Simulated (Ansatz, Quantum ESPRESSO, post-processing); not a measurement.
# 1 layers of W in Li(110), on the host's sites: ballistic transmission, part 4 of 4

How well does the junction conduct in the ballistic limit? It is: 1 layers of W in Li(110), on the host's sites.

Quantum ESPRESSO 7.5; plane-wave DFT, PBE, JTH PAW pseudopotentials; cross-check by Ansatz 0.2.0 with PAW datasets.

So far. Step 3 (Transmission with pwcond.x): The run is unpolarised; a magnetic state was not tried, may lie lower and would change T. Step 3 (Transmission with pwcond.x): At no point does T exceed the number of channels.

### Step 5. Transmission with pwcond.x, with nenergy = 0

Level of this step: transmission by pwcond, lead and junction from one cell; plane-wave DFT, PBE, JTH PAW pseudopotentials (Quantum ESPRESSO).

One more run, with a changed input.

cond.bad.in

```
&inputcond
  outdir = './out'
  prefixt = 'scf'
  tran_file = 'cond.bad.dat'
  bdl = 1.4142135610
  bds = 9.7509754244
  ikind = 1
  ewind = 4.0
  epsproj = 1e-05
  nz1 = 7
  energy0 = 0.4
  denergy = -0.4
/
43
  0.00000000 0.00000000 0.00694444
  0.00000000 0.08333333 0.01388889
  0.00000000 0.16666667 0.01388889
  0.00000000 0.25000000 0.01388889
  0.00000000 0.33333333 0.01388889
  0.00000000 0.41666667 0.01388889
  0.00000000 0.50000000 0.00694444
  0.08333333 0.00000000 0.02777778
  0.08333333 0.16666667 0.02777778
  0.08333333 0.25000000 0.02777778
  0.08333333 0.33333333 0.02777778
  0.08333333 0.41666667 0.02777778
  0.08333333 0.50000000 0.02777778
  0.16666667 0.00000000 0.02777778
  0.16666667 0.08333333 0.01388889
  0.16666667 0.25000000 0.02777778
  0.16666667 0.33333333 0.02777778
  0.16666667 0.41666667 0.02777778
  0.16666667 0.50000000 0.02777778
  0.16666667 0.58333333 0.01388889
  0.25000000 0.00000000 0.02777778
  0.25000000 0.08333333 0.02777778
  0.25000000 0.33333333 0.02777778
  0.25000000 0.41666667 0.02777778
  0.25000000 0.50000000 0.02777778
  0.25000000 0.58333333 0.02777778
  0.33333333 0.00000000 0.02777778
  0.33333333 0.08333333 0.02777778
  0.33333333 0.16666667 0.01388889
  0.33333333 0.41666667 0.02777778
  0.33333333 0.50000000 0.02777778
  0.33333333 0.58333333 0.02777778
  0.33333333 0.66666667 0.01388889
  0.41666667 0.00000000 0.02777778
  0.41666667 0.08333333 0.02777778
  0.41666667 0.16666667 0.02777778
  0.41666667 0.50000000 0.02777778
  0.41666667 0.58333333 0.02777778
  0.41666667 0.66666667 0.02777778
  0.50000000 0.00000000 0.01388889
  0.50000000 0.08333333 0.02777778
  0.50000000 0.16666667 0.02777778
  0.50000000 0.25000000 0.01388889
0
```

Started as:

```sh
$ OMP_NUM_THREADS=1 mpirun -n 2 pwcond.x -in cond.bad.in > cond.bad.out
```

Numbers of over 12 decimals in the logs are rounded to 6 here.

Output:

```text
[banner, memory and clock lines left out]
Program PWCOND v.7.5 starts
[citation notice left out]

[...]
./out/scf.save/
     file Li.GGA_PBE-JTH.UPF: wavefunction(s)  1S 2S 0S 2P 0P renormalized
     file W.GGA_PBE-JTH.UPF: wavefunction(s)  5S 6S 5P 6P 5D 0D renormalized

     IMPORTANT: XC functional enforced from input :
     Exchange-correlation= PBE
                           (   1   4   3   4   0   0   0)
     Any further DFT definition will be discarded
     Please, verify this is what you really want

     Check: negative core charge=   -0.000002
     Reading collected, re-writing distributed wavefunctions

===== INPUT FILE containing all the regions =====

     GEOMETRY:

     lattice parameter (alat)  =       6.5007  a.u.
     the volume                =    1894.1091 (a.u.)^3
     the cross section         =      29.8813 (a.u.)^2
     l of the unit cell        =       9.7510 (alat)
     number of atoms/cell      =           14
     number of atomic types    =            2

     crystal axes: (cart. coord. in units of alat)
               a(1) = (  1.0000  0.0000  0.0000 )
               a(2) = (  0.5000  0.7071  0.0000 )
               a(3) = (  0.0000  0.0000  9.7510 )

   Cartesian axes

     site n.     atom                  positions (alat units)
          1        Li     tau(  1)=(  0.0000  0.0000  9.7510  )
          2        Li     tau(  2)=(  0.5000  0.0000  0.7071  )
          3        Li     tau(  3)=(  0.0000  0.0000  1.4142  )
          4        Li     tau(  4)=(  0.5000  0.0000  2.1213  )
          5        Li     tau(  5)=(  0.0000  0.0000  2.8284  )
          6        Li     tau(  6)=(  0.5000  0.0000  3.5355  )
          7        W      tau(  7)=(  0.0000  0.0000  4.1684  )
          8        Li     tau(  8)=(  0.5000  0.0000  4.8012  )
          9        Li     tau(  9)=(  0.0000  0.0000  5.5083  )
         10        Li     tau( 10)=(  0.5000  0.0000  6.2154  )
         11        Li     tau( 11)=(  0.0000  0.0000  6.9225  )
         12        Li     tau( 12)=(  0.5000  0.0000  7.6297  )
         13        Li     tau( 13)=(  0.0000  0.0000  8.3368  )
         14        Li     tau( 14)=(  0.5000  0.0000  9.0439  )

     nr1s                      =           27
     nr2s                      =           25
     nr3s                      =          288
     nr1sx                     =           27
     nr2sx                     =           25
     nr3sx                     =          288
     nr1                       =           40
     nr2                       =           36
     nr3                       =          384
     nr1x                      =           40
     nr2x                      =           36
     nr3x                      =          384

 _______________________________
  Radii of nonlocal spheres:

     type       ibeta     ang. mom.          radius (alat units)
       Li         1         0                    0.2446
       Li         2         0                    0.2446
       Li         3         0                    0.2446
       Li         4         1                    0.2446
       Li         5         1                    0.2446
       W          1         0                    0.3721
       W          2         0                    0.3721
       W          3         1                    0.3721
       W          4         1                    0.3721
       W          5         2                    0.3721
       W          6         2                    0.3721
----- General information -----

--- T calc. with identical leads (ikind=1) ---

     nrx                       =           27
     nry                       =           25
     nz1                       =            7

     energy0               =         4.0E-01
     denergy               =        -4.0E-01
     nenergy               =          0
     ecut2d                =         4.5E+01
     ewind                 =         4.0E+00
     epsproj               =         1.0E-05

     number of k_|| points=   43
                       cryst. coord.
        k(    1) = (   0.0000000   0.0000000), wk =   0.0069444
        k(    2) = (   0.0000000   0.0833333), wk =   0.0138889
[...]
k(   43) = (   0.5000000   0.2500000), wk =   0.0138889
----- Information about left/right lead -----

     nocros                   =            9
     noins                    =            9
     norb                     =           27
     norbf                    =          126
     nrz                      =           42

      iorb      type   ibeta   ang. mom.   m       position (alat)
        1        1       1        0        1   taunew(   1)=(  0.0000  0.0000  0.0000)
        2        1       2        0        1   taunew(   2)=(  0.0000  0.0000  0.0000)
[...]
27        1       5        1        3   taunew(  27)=(  0.0000  0.0000  1.4142)
    k slab    z(k)  z(k+1)     crossing(iorb=1,norb)
    1   0.0000 0.0337 0.0337   111111111000000000000000000
    2   0.0337 0.0673 0.0337   111111111000000000000000000
[...]
42   1.3805 1.4142 0.0337   000000000000000000111111111
----- Information about scattering region -----

     noins                    =          108
     norb                     =          126
     norbf                    =          126
     nrz                      =          246

      iorb      type   ibeta   ang. mom.   m       position (alat)
        1        1       1        0        1   taunew(   1)=(  0.0000  0.0000  0.0000)
        2        1       2        0        1   taunew(   2)=(  0.0000  0.0000  0.0000)
[...]
126        1       5        1        3   taunew( 126)=(  0.0000  0.0000  8.3368)
 ngper, shell number =          103          26
 ngper, n2d =          103          58
 ngper, shell number =          103          56
 ngper, n2d =          103          61
 ngper, shell number =          106          58
 ngper, n2d =          106          60
 ngper, shell number =          106          36
 ngper, n2d =          106          60
 ngper, shell number =          108          59
 ngper, n2d =          108          59
 ngper, shell number =          106          58
 ngper, n2d =          106          60
 ngper, shell number =          104          22
 ngper, n2d =          104          62
 ngper, shell number =          103          93
 ngper, n2d =          103          60
 ngper, shell number =          106         106
 ngper, n2d =          106          61
 ngper, shell number =          107         107
 ngper, n2d =          107          62
 ngper, shell number =          108         108
 ngper, n2d =          108          63
 ngper, shell number =          106         101
 ngper, n2d =          106          60
 ngper, shell number =          107          89
 ngper, n2d =          107          59
 ngper, shell number =          106          90
 ngper, n2d =          106          62
 ngper, shell number =          105         105
 ngper, n2d =          105          59
 ngper, shell number =          107         107
 ngper, n2d =          107          60
 ngper, shell number =          108         100
 ngper, n2d =          108          59
 ngper, shell number =          108         108
 ngper, n2d =          108          60
 ngper, shell number =          107          83
 ngper, n2d =          107          62
 ngper, shell number =          107         107
 ngper, n2d =          107          61
 ngper, shell number =          107          87
 ngper, n2d =          107          61
 ngper, shell number =          106         106
 ngper, n2d =          106          63
 ngper, shell number =          106         106
 ngper, n2d =          106          58
 ngper, shell number =          109         109
 ngper, n2d =          109          61
 ngper, shell number =          110          89
 ngper, n2d =          110          62
 ngper, shell number =          109         109
 ngper, n2d =          109          61
 ngper, shell number =          108          97
 ngper, n2d =          108          59
 ngper, shell number =          105          96
 ngper, n2d =          105          61
 ngper, shell number =          107         102
 ngper, n2d =          107          61
 ngper, shell number =          109         107
 ngper, n2d =          109          61
 ngper, shell number =          108          89
 ngper, n2d =          108          62
 ngper, shell number =          109         104
 ngper, n2d =          109          62
 ngper, shell number =          109         107
 ngper, n2d =          109          61
 ngper, shell number =          106          96
 ngper, n2d =          106          61
 ngper, shell number =          107         101
 ngper, n2d =          107          60
 ngper, shell number =          107         107
 ngper, n2d =          107          62
 ngper, shell number =          109          90
 ngper, n2d =          109          61
 ngper, shell number =          108         106
 ngper, n2d =          108          62
 ngper, shell number =          109         109
 ngper, n2d =          109          59
 ngper, shell number =          106          36
 ngper, n2d =          106          59
 ngper, shell number =          108         108
 ngper, n2d =          108          61
 ngper, shell number =          107         107
 ngper, n2d =          107          61
 ngper, shell number =          107          39
 ngper, n2d =          107          62

[...]
```

Run time: 20 s. Hardware: 2 MPI ranks of Arm Neoverse V2, shared host; peak memory 0.37 GiB; 41 s of CPU time.

The run finished, but its numbers are not taken as the system's. The fault: no energies.

### Step 6. Cross-check with Ansatz

As a check, the same structure is run in Ansatz.

Level of this step: plane-wave DFT, PBE, Ansatz PAW (Ansatz 0.2.0).

input.yaml

```yaml
crystal:
  lattice:
    - [3.44, 0.0, 0.0]
    - [1.72, 2.4324473273, 0.0]
    - [0.0, 0.0, 33.543355465]
  atoms:
    - { symbol: Li, position: [0.0, 0.0, 0.0] }
    - { symbol: Li, position: [0.5, 0.0, 0.0725165176] }
    - { symbol: Li, position: [0.0, 0.0, 0.1450330352] }
    - { symbol: Li, position: [0.5, 0.0, 0.2175495528] }
    - { symbol: Li, position: [0.0, 0.0, 0.2900660704] }
    - { symbol: Li, position: [0.5, 0.0, 0.3625825881] }
    - { symbol: W, position: [0.0, 0.0, 0.4274834824] }
    - { symbol: Li, position: [0.5, 0.0, 0.4923843767] }
    - { symbol: Li, position: [0.0, 0.0, 0.5649008943] }
    - { symbol: Li, position: [0.5, 0.0, 0.6374174119] }
    - { symbol: Li, position: [0.0, 0.0, 0.7099339296] }
    - { symbol: Li, position: [0.5, 0.0, 0.7824504472] }
    - { symbol: Li, position: [0.0, 0.0, 0.8549669648] }
    - { symbol: Li, position: [0.5, 0.0, 0.9274834824] }
kpoints:
  mp_grid: { grid: [8, 10, 1] }
hamiltonian:
  xc: pbe
scf:
  occupations: { method: fermi_dirac, width: 0.1 }
  convergence: { dr2_threshold: 1.0e-08 }
output:
  transmission: { leads: [[0, 2]], e_range: [-0.4, 0.4], de: 0.4, kmesh: [12, 12] }
  write_potential: true
  write_density: true
  volumetric_format: npy
```

Started as:

```sh
$ ansatz run input.yaml --threads 2 --pin off --max-ram 4096MiB --backend cpu --events-out ev --progress --plain --runs-dir out
```

Output:

```text
Warning: crystal.symmetry: narrowed to the stabiliser of the k-point mesh — unitary ops 8 → 4; excluded 4 operations that carry a point of the 8×10×1 mesh (shift [0, 0, 0]) off the mesh (the run samples exactly the mesh kpoints.mp_grid names, as under crystal.symmetry.detect: false, and its converged state has the mesh's symmetry, not the crystal's; ε∞, the Born charges and the force constants of a linear response (`dielectric:` by the response, `phonons.method: dfpt`) are averaged over those of the crystal's operations that the state keeps within a tolerance, where `mesh_tensors`, `unaveraged_element` or `gamma_mean_max_change_ev_ang2` stands beside them; [rest of the remark cut]
Engine: ansatz 0.2.0, aarch64-unknown-linux-gnu
Pseudopotentials: kind: paw
Pseudopotential: Li, paw, valence charge 3, recommended cutoff 420 eV (normal), Li.paw.azcp
Pseudopotential: W, paw, valence charge 14, recommended cutoff 420 eV (normal), W.paw.azcp
Functional definition: PBE
  parameter kappa = 0.804
  parameter beta = 0.066725
  exchange = pbe_x(kappa = kappa, mu = beta*pi^2/3)
  correlation = pbe_c(beta = beta)
Crystal: 14 atoms, lattice volume = 280.678 Å³
Basis set: ecut = 420 eV, 5405 PW (Γ)
Bands: 41, of which v1, the nominal top of the filled ones, is band 27 counted from 1 (26 counted from 0)
Symmetry: 4 space group operations
k-points: 42 of 80
Non-local potential: Li, projectors of the file, l = 0: 3, l = 1: 2, l = 2: 1
Non-local potential: W, projectors of the file, l = 0: 3, l = 1: 2, l = 2: 2, l = 3: 1
PAW form: soft (Blöchl's): semilocal exchange-correlation on the pseudo side does not see the compensation charge
PAW one-centre angular grid: Li, 110 points (default); XC on 64 Gauss nodes
PAW one-centre angular grid: W, 590 points (default); XC on 64 Gauss nodes
Initial density: superposition of atomic densities (neutral atoms: chi_scale 0, normalization atom), corrected by the library's trained network
Initial wavefunctions: pseudopotential atomic-orbital guess
Functional: x = pbe(κ = 0.804, μ = 0.219515), c = pbe(β = 0.066725)
SCF iter   1: F=—  HF=-13043.942118 eV  |F-HF|=—  |Δ(HF+E_count)|=         —  Δρ=8.43e-3  dr2=1.87e1  ethr=1.77e-3  ⟨swp⟩=10.9  Hψ=9315  notcnv=0  defer=30
preconditioner: auto → Kerker (q_TF=auto, 2.067 Å⁻¹)  [metal: Δε(μ)=0.012 eV  Ē_g=3.930 eV  σ=0.100 eV  W_gap=0.03  n_scr=22 (ndim 8)  ℏωp=9.7 eV  f_vac=0.000  D(μ)=8.02/eV (n_scr^D=44)]
SCF iter   2: F=—  HF=-13043.834216 eV  |F-HF|=—  |Δ(HF+E_count)|=   1.08e-1  Δρ=2.62e-3  dr2=2.34e0  ethr=1.77e-3  ⟨swp⟩=1.1  Hψ=2063  notcnv=0  defer=25
SCF iter   3: F=—  HF=-13043.818011 eV  |F-HF|=—  |Δ(HF+E_count)|=   1.62e-2  Δρ=7.33e-4  dr2=2.35e-2  ethr=1.77e-3  ⟨swp⟩=1.0  Hψ=1649  notcnv=0  defer=25
SCF iter   4: F=—  HF=-13043.817193 eV  |F-HF|=—  |Δ(HF+E_count)|=   8.18e-4  Δρ=1.78e-4  dr2=4.42e-4  ethr=4.43e-5  ⟨swp⟩=1.0  Hψ=1649  notcnv=0  defer=28
SCF iter   5: F=—  HF=-13043.817149 eV  |F-HF|=—  |Δ(HF+E_count)|=   4.38e-5  Δρ=4.65e-5  dr2=1.10e-4  ethr=8.34e-7  ⟨swp⟩=2.0  Hψ=1882  notcnv=0  defer=28
SCF iter   6: F=—  HF=-13043.817149 eV  |F-HF|=—  |Δ(HF+E_count)|=   2.69e-7  Δρ=1.23e-5  dr2=1.92e-6  ethr=2.08e-7  ⟨swp⟩=1.0  Hψ=1649  notcnv=0  defer=28
SCF iter   7: F=—  HF=-13043.817055 eV  |F-HF|=—  |Δ(HF+E_count)|=   9.35e-5  Δρ=3.07e-6  dr2=2.15e-7  ethr=3.62e-9  ⟨swp⟩=1.7  Hψ=1890  notcnv=0  defer=34
SCF iter   8: F=—  HF=-13043.817055 eV  |F-HF|=—  |Δ(HF+E_count)|=  6.64e-10  Δρ=8.03e-7  dr2=1.64e-8  ethr=4.05e-10  ⟨swp⟩=1.2  Hψ=1670  notcnv=0  defer=34
SCF iter   9: F=-13043.817055 eV  HF=-13043.817055 eV  |F-HF|=6.18e-11  |Δ(HF+E_count)|=  8.37e-11  Δρ=1.11e-7  dr2=1.10e-10  ethr=1.89e-11  ⟨swp⟩=9.4  Hψ=4992  notcnv=0
SCF 1 converged in 9 iterations: F = -13043.817055 eV  dr2 = 1.10e-10
  greatest PAW one-centre occupation: 1.000 electrons in one spin orbital (limit 2), on the Li atom at site 7 (counted from 0), in its partial waves of l = 0
transmission: 319 of 3182 steps passed
transmission: 638 of 3182 steps passed
[...]
transmission: 3182 of 3182 steps passed
SCF converged after 9 iterations
Free energy (F): -13043.817055 eV
Harris-Foulkes:  -13043.817055 eV  (|F-HF|=6.18e-11)
Internal energy: -13043.549493 eV  (E = F + TS)
E sigma→0 (E₀):  -13043.683274 eV
Entropy (-TS):   -0.267563 eV (-19.112 meV/atom)
Fermi energy:    2.123323 eV
--- Per-component energies (eV) ---
  E_band       = -1497.713291
  E_kinetic    = 716.730392
  E_local      = -9821.977132  (includes V_loc(G=0)·N_el)
  E_nonlocal   = -429.873169
  E_hartree    = 4364.004587
  E_xc         = -393.616182
  E_vxc        = -401.719426  (∫ρ·V_xc dr)
  E_paw        = -8835.387708  (= ΣΔE_a)
  E_vpaw       = -288.882584  (= ΣTr[D̂ρ^β])
  E_aug_tail   = 0.000034  (compensation charges beyond the density's cutoff)
  E_ewald      = 1356.569684
  E_smearing   = -0.267563  (= −TS)
  E_closure    = 0.000000  (closes the sum)
  Σ components = -13043.817055   (vs F -13043.817055, Δ=0.00e0)
--- Band table (eV; the first three rows and the last of 42) ---
  k-point 0: bands = [... 23 lower, -0.5025, -0.1670, 0.1919, 0.5146, 0.9106, 1.0520, 1.3342, 2.0285, ... 10 higher]
  k-point 1: bands = [... 23 lower, -0.3236, 0.0339, 0.3560, 0.7100, 1.1978, 1.2476, 1.5285, 2.1499, ... 10 higher]
  k-point 2: bands = [... 23 lower, 0.1663, 0.6198, 0.7741, 1.2682, 1.5616, 2.0965, 2.2250, 2.3652, ... 10 higher]
  k-point 41: bands = [... 23 lower, 2.1375, 2.1735, 2.2069, 2.2553, 2.2747, 2.2959, 2.3465, 2.3538, ... 10 higher]
--- Transmission ---
  basis      : 69 plane waves across, 43 finite elements along
  points     : 74, standing for a mesh of 12 x 12
  energies   : 3 from -0.400000 to 0.400000 eV about the Fermi level, 0.400000 eV apart; the leads are filled to 0.000000 eV, and channels, transmission and decay are at 0.000000 eV
  crystal 0  : Li2, at the sites [0, 2], period 4.8649 Å, over 31.62 Å; its Hamiltonian steps by up to 3.7 meV
    offset         : up to 0.0000 Å between an atom of the period and one for which it stands
    channels       : 8.958333e-1 a spin
    conductance    : none, the energies end too early or step too widely for 300 K: set another output.transmission.e_range or a lower de, or, where they end at an eighth of basis.ecutwfc, a higher one
    slowest decay  : 0.1863 /Å at (0.0833, 0.5000)
  junction   : crystal 0 to crystal 0, -1.91 to 26.76 Å
    transmission   : 4.608444e-1 a spin
    conductance    : none, the energies end too early or step too widely for 300 K: set another output.transmission.e_range or a lower de, or, where they end at an eighth of basis.ecutwfc, a higher one
```

Run time: 44 s. Hardware: 2 threads; peak memory 0.71 GiB; 83 s of CPU time.

This step gave:

```
free energy                                  : -13043.8171 eV
energy at zero smearing                      : -13043.6833 eV
smearing term TS                             : 0.2676 eV
Fermi energy                                 : 2.123 eV
symmetry operations                          : 4
transmission at the Fermi level, one spin    : 0.4608
step of the lead's Hamiltonian over a period : 3.7 meV
```

Per spin; mean over the k mesh across the current. Table of transmission, zone mean by energy, zero at the Fermi level:

```tsv
energy (eV)	transmission, zone mean
-0.400	0.254
0.000	0.461
0.400	0.444
```

Per spin; mean over the k mesh across the current. The open channels, zone mean by energy, zero at the Fermi level:

```tsv
energy (eV)	open channels, zone mean
-0.400	0.729
0.000	0.896
0.400	0.868
```

Ansatz finds T = 0.461 against pwcond's 0.462.

### Step 7. All levels side by side

All levels:

```tsv
step	T at the Fermi level (per spin)	conductance (G0)	r.m.s. T(E) from the first	CPU time of the step (s)	peak memory (GiB)
Ansatz	0.4608	-	0	83.42	0.706
pwcond	0.4623	0.4623	0.001732	337.6	0.37
pwcond, changed setting	0.3996	0.3996	0.03974	175.4	0.37
```

Per spin; mean over the k mesh across the current. Table of transmission, zone mean by energy, zero at the Fermi level:

```tsv
energy (eV)	Ansatz	pwcond	pwcond, changed setting
-0.400	0.254	0.251	0.272
0.000	0.461	0.462	0.400
0.400	0.444	0.445	0.470
```

### Step 8. By hand

The Landauer sum over the mesh, Σ w T = 0.0278 × 0.984 + 0.0278 × 0.978 + 0.0278 × 0.969 + … = 0.4623.

G = 0.462 × 77.48 µS = 35.8 µS a cell. Times the area of 8.368 Å², the resistance-area product is A/G = 2.34 fΩ m², the leads' contact resistance included.

Free electrons at 1 an atom (2 atoms in 40.7 Å³) have k_F = 1.133 1/Å and offer A k_F²/4π = 0.85 channels per spin; the lead has 0.90 on this mesh.

### Step 9. Outcome

```yaml
conductance_from_t_at_the_fermi_level_a_cell: 0.462 G₀
conductance_per_area: 428 S/μm²
lead_channels_per_spin: 0.90
the_same_conductance_by_ansatz: 0.461 G₀
```

What this shows: The junction conducts 0.462 G₀ a cell at the Fermi level (PBE, JTH PAW). At the Fermi level the junction passes 52 % of what the leads offer. At the Fermi level pwcond and Ansatz differ by 0.32 %, a close match. The mean rests on 43 distinct points, the heaviest weighing 0.03, and the mesh was not tested, so even the second digit is unsure. Over -0.4 to 0.4 eV, T lies between 0.25 and 0.46 per spin. The geometry is as built, not relaxed, and the leads are short. Spin-orbit coupling is left out; depending on the atoms that carry the levels of interest, it can split and shift them by tenths of an eV to an eV or more.

[Logs are printed without paths, hosts, clocks, repeated set-up lines and the standing remarks that a program may print on its own settings, such as how far it seeks lower states.]

[Hosts, paths, dates, database ids (printed as entryN), source tags and the programs' standing remarks are cut or masked in the printed files.]

[Maps of the electrostatic potential energy from Ansatz leave out the sawtooth potential of an applied field or a dipole correction, so their vacuum need not be flat; planar profiles and work functions include it.]
